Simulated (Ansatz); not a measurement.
# ZnS: where the heat goes in a short trajectory

These are results of DFT PBEsol, scalar-relativistic, plane waves, PAW in Ansatz 0.2.0, not measurements. Cutoff 420 eV, shifted (0.5, 0.5, 0.0 steps) 2×2×1 k-points, Fermi–Dirac smearing of 0.02 eV. The mesh is coarse. No spin polarisation.

18 atoms start on the lattice sites below (V = 352.0 Å³, 1.00 times the source cell's; static pressure -1.41 GPa, largest force component 0.04 eV/Å) with velocities drawn for 200 K; Nosé–Hoover thermostat aiming at the same temperature, fixed cell, 52 steps of 6 fs.

```xyz
18
Lattice="0.0000 -6.5924 0.0000 5.7092 -3.2962 0.0000 0.0000 -2.1975 9.3519" Properties=species:S:1:pos:R:3 pbc="T T T"
Zn    3.8061   -8.7899    9.3511
Zn    1.9031   -5.4937    9.3511
Zn    0.0000   -2.1975    9.3511
Zn    3.8061   -6.5924    6.2360
Zn    1.9031   -3.2962    6.2360
Zn    0.0000   -6.5924    6.2360
Zn    3.8061   -4.3950    3.1221
Zn    1.9031   -7.6912    3.1221
Zn    0.0000   -4.3950    3.1221
S     3.8061   -6.5924    2.3361
S     1.9031   -3.2962    2.3361
S     0.0000   -6.5924    2.3361
S     3.8061   -4.3950    5.4571
S     1.9031   -7.6912    5.4571
S     0.0000   -4.3950    5.4571
S     3.8061   -6.5924    8.5672
S     1.9031   -3.2962    8.5672
S     0.0000   -6.5924    8.5672
```

| t (fs) | T (K) | kinetic energy (meV/atom) | potential energy over the first frame (meV/atom) | P with the kinetic part (GPa) |
| --- | --- | --- | --- | --- |
| 0.0 | 200 | 24.4 | 0.0 | -1.27 |
| 18.0 | 129 | 15.7 | 9.0 | -1.15 |
| 36.0 | 99 | 12.1 | 12.9 | -1.17 |
| 54.0 | 132 | 16.2 | 9.5 | -1.37 |
| 72.0 | 88 | 10.7 | 16.3 | -1.38 |
| 90.0 | 84 | 10.3 | 17.8 | -1.40 |
| 108.0 | 128 | 15.6 | 14.1 | -1.49 |
| 126.0 | 76 | 9.3 | 22.1 | -1.38 |
| 144.0 | 59 | 7.2 | 25.0 | -1.31 |
| 162.0 | 126 | 15.4 | 17.7 | -1.38 |
| 180.0 | 156 | 19.0 | 15.6 | -1.38 |
| 198.0 | 139 | 16.9 | 19.2 | -1.29 |
| 216.0 | 152 | 18.5 | 19.0 | -1.21 |
| 234.0 | 182 | 22.3 | 17.0 | -1.13 |
| 252.0 | 197 | 24.0 | 17.1 | -1.02 |
| 270.0 | 218 | 26.6 | 16.5 | -1.00 |
| 288.0 | 266 | 32.5 | 12.2 | -1.10 |
| 306.0 | 233 | 28.4 | 17.5 | -1.05 |

T counts 3N − 3 degrees of freedom. Means over every step of the second half, not only the rows shown: T = 185 K, kinetic energy 22.5 meV/atom, potential energy 16.9 meV/atom, P = -1.17 GPa.

Does the potential energy follow equipartition for harmonic vibrations?

In a harmonic crystal each vibration holds as much potential as kinetic energy on average, here 22.5 meV/atom. The run has 16.9, a ratio of 0.75. The deficit can mean that slow modes haven't yet taken up their share, that the thermostat is still feeding kinetic energy, or that the atoms found a lower arrangement than the start. The time step adds a little: a Verlet scheme lowers a mode's mean kinetic energy against its potential energy by the factor 1 − (ωΔt)²/4. So short a run gives a rough mean.

Split the rise of pressure into the kinetic part and the rest. Can a thermal Grüneisen parameter be estimated?

The program counts the kinetic part as N k_B T/V = 0.13 GPa. The pressure lies 0.24 GPa over the static one in all, so the forces add 0.11 GPa. For a harmonic mode with ω ∝ V^(−γ) and an amplitude that scales with the cell, the forces add (2γ − 2/3)U/V, which needs no equipartition; when U equals the kinetic energy K, this and the kinetic part 2K/(3V) sum to the Mie–Grüneisen γE_th/V. With U = N × 16.9 meV, γ = 1/3 + V ΔP_forces/(2U) = 0.72, for harmonic vibrations a mean over the modes weighted by their potential energy, for uniform scaling of the cell (in a layered or otherwise anisotropic crystal this differs from γ under hydrostatic pressure). Most solids fall between 1 and 3, and tetrahedral, framework and layered ones often lower; anharmonic motion and pressure swings in a cell of 18 atoms make this value uncertain by tenths or more. The mean pressure differs by 0.2 GPa between the two halves of this window, worth 0.9 in γ, so slow motion isn't averaged out and the value is a rough guess.